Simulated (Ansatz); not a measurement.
# SnO: one candidate structure

Where does SnO go from the start given, random cell with space group Imma (No. 74)?

Computed with Ansatz 0.2.0 (DFT PBE, scalar-relativistic, plane waves, PAW, unless a step's input says otherwise).

### Step 1. Starting point

The structure is orthorhombic, space group Imma (No. 74). The conventional cell has a = 6.387 Å, b = 7.016 Å, c = 3.838 Å, α = 90.00°, β = 90.00°, γ = 90.00°. Sn (site symmetry 2/m) has 2 O at 1.66 Å as nearest neighbours. O (site symmetry mm2) is surrounded by 2 Sn at 1.66 Å.

Structure file:

```cif
data_structure
_symmetry_space_group_name_H-M 'P 1'
_symmetry_Int_Tables_number 1
_cell_length_a 5.1173
_cell_length_b 5.1173
_cell_length_c 5.1173
_cell_angle_alpha 102.769
_cell_angle_beta 93.454
_cell_angle_gamma 135.950
_cell_volume 85.99
loop_
_atom_site_label
_atom_site_type_symbol
_atom_site_fract_x
_atom_site_fract_y
_atom_site_fract_z
_atom_site_occupancy
Sn1 Sn 0.00000 0.00000 0.50000 1
Sn2 Sn 0.00000 0.50000 0.00000 1
O1 O 0.88319 0.13319 0.75000 1
O2 O 0.11681 0.86681 0.25000 1
```

### Step 2. A loose first relaxation

Contents of input.yaml:

```yaml
crystal:
  lattice:
    - [-3.193657439, 3.5077579903, 1.9190414403]
    - [3.193657439, -3.5077579903, 1.9190414403]
    - [3.193657439, 3.5077579903, -1.9190414403]
  atoms:
    - { symbol: Sn, position: [0.0, 0.0, 0.5] }
    - { symbol: Sn, position: [0.0, 0.5, 0.0] }
    - { symbol: O, position: [0.8831898928, 0.1331898928, 0.75] }
    - { symbol: O, position: [0.1168101072, 0.8668101072, 0.25] }
basis:
  ecutwfc: 420
kpoints:
  mp_grid: { grid: [6, 6, 6] }
hamiltonian:
  xc: pbe
scf:
  occupations: { method: gaussian, width: 0.1 }
  lower_state_search: "off"
output:
  forces: true
  stress: true
  eigenvalues: true
relax:
  adjacent_minimum: "off"
  f_tol: 0.04
  max_steps: 70
  cell: { stress_tol: 0.4 }
```

Run with:

```bash
$ ansatz run input.yaml --threads 1 --pin off --max-ram 2560MiB --backend cpu --events-out ev --progress --plain --runs-dir out
```

The session goes on with these runs: relaxing cell and atoms.

Q: Predict the outcome of this session.

The runs gave:

Formation energies count from the elements, computed with the same settings in runs not shown here.

```
                          quantity                                                                       value
                              cell  a = 3.422 Å, b = 3.422 Å, c = 4.024 Å, α = 90.00°, β = 90.00°, γ = 120.00°
                       space group                                                            P6/mmm (No. 191)
                            volume                                                               20.40 Å³/atom
                   gap on the mesh                                                                none (metal)
formation energy from the elements                                                              -0.524 eV/atom
```

What this shows: The structure ended in another space group than at the start: Imma to P6/mmm. With -0.52 eV/atom it lies under the elements, which doesn't yet make it stable against other compounds of them.
